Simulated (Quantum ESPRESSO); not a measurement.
Here is a Quantum ESPRESSO 7.5 calculation.

pw.in

```
&CONTROL
  calculation = 'scf'
  prefix = 'pwscf'
  outdir = './tmp'
  pseudo_dir = './pseudo'
  tprnfor = .true.
  tstress = .true.
  disk_io = 'low'
/
&SYSTEM
  ibrav = 0
  nat = 1
  ntyp = 1
  ecutwfc = 45
  ecutrho = 360
  nbnd = 18
  occupations = 'smearing'
  smearing = 'fd'
  degauss = 0.00367493
  nspin = 2
  starting_magnetization(1) = 0.0556
/
&ELECTRONS
  conv_thr = 2d-10
  electron_maxstep = 120
  mixing_beta = 0.3
/
ATOMIC_SPECIES
Ni    58.6934 ni_pbesol_v1.4.uspp.F.UPF
CELL_PARAMETERS angstrom
   0.0000000000    1.7375729330    1.7375729330
   1.7375729330    0.0000000000    1.7375729330
   1.7375729330    1.7375729330    0.0000000000
ATOMIC_POSITIONS crystal
Ni     0.0000000000    0.0000000000    0.0000000000
K_POINTS automatic
11 11 11 0 0 0
```

File nscf.in:

```
&CONTROL
  calculation = 'nscf'
  prefix = 'pwscf'
  outdir = './tmp'
  pseudo_dir = './pseudo'
  disk_io = 'low'
/
&SYSTEM
  ibrav = 0
  nat = 1
  ntyp = 1
  ecutwfc = 45
  ecutrho = 360
  nbnd = 18
  occupations = 'tetrahedra_opt'
  nspin = 2
  starting_magnetization(1) = 0.0556
/
&ELECTRONS
  conv_thr = 1d-08
  electron_maxstep = 120
  mixing_beta = 0.3
  startingwfc = 'random'
/
ATOMIC_SPECIES
Ni    58.6934 ni_pbesol_v1.4.uspp.F.UPF
CELL_PARAMETERS angstrom
   0.0000000000    1.7375729330    1.7375729330
   1.7375729330    0.0000000000    1.7375729330
   1.7375729330    1.7375729330    0.0000000000
ATOMIC_POSITIONS crystal
Ni     0.0000000000    0.0000000000    0.0000000000
K_POINTS automatic
17 17 17 0 0 0
```

File projwfc.in:

```
&PROJWFC
  prefix = 'pwscf'
  outdir = './tmp'
  filpdos = 'p'
  Emin = 4
  Emax = 29
  DeltaE = 0.05
/
```

Potentials or basis: GBRV 1.5 PBEsol.

Launch:

```sh
$ OMP_NUM_THREADS=1 mpirun -n 2 pw.x -nk 2 -in pw.in > pw.out
$ OMP_NUM_THREADS=1 mpirun -n 2 pw.x -nk 2 -in nscf.in > nscf.out
$ OMP_NUM_THREADS=1 mpirun -n 1 projwfc.x -in projwfc.in > projwfc.out
```

Q: Estimate the net moment.

A: 0.58 μB per cell.

Q: Predict the band gap on the k mesh.

A: None (metal or under the smearing width).

Q: Predict the pressure.

A: -2.9 GPa.

Q: Estimate the site moments.

A: Ni +0.62 μB.

States per cell in windows of 1 eV (zero at the Fermi level; states under -8 eV left out):
```tsv
from (eV)	up	down	Ni#1 d wfc3	Ni#1 p wfc5	Ni#1 s wfc4	Ni#1 s wfc1	Ni#1 p wfc2
-8.0	0.05	0.05	0.00	0.05	0.05	0.00	0.00
-7.0	0.08	0.08	0.01	0.07	0.07	0.00	0.00
-6.0	0.18	0.13	0.09	0.12	0.09	0.00	0.00
-5.0	0.66	0.38	0.72	0.17	0.14	0.00	0.00
-4.0	0.87	0.74	1.37	0.20	0.03	0.00	0.00
-3.0	1.31	1.00	2.06	0.23	0.01	0.00	0.00
-2.0	1.14	1.15	2.16	0.12	0.01	0.00	0.00
-1.0	0.92	1.16	2.01	0.05	0.01	0.00	0.00
0.0	0.15	0.71	0.77	0.07	0.02	0.00	0.00
1.0	0.14	0.16	0.16	0.11	0.02	0.00	0.00
2.0	0.12	0.14	0.11	0.13	0.02	0.00	0.00
3.0	0.11	0.12	0.07	0.13	0.02	0.00	0.00
4.0	0.08	0.09	0.05	0.11	0.01	0.00	0.00
5.0	0.07	0.07	0.03	0.09	0.02	0.00	0.00
6.0	0.14	0.13	0.06	0.10	0.11	0.00	0.00
7.0	0.13	0.15	0.05	0.14	0.09	0.00	0.00
```
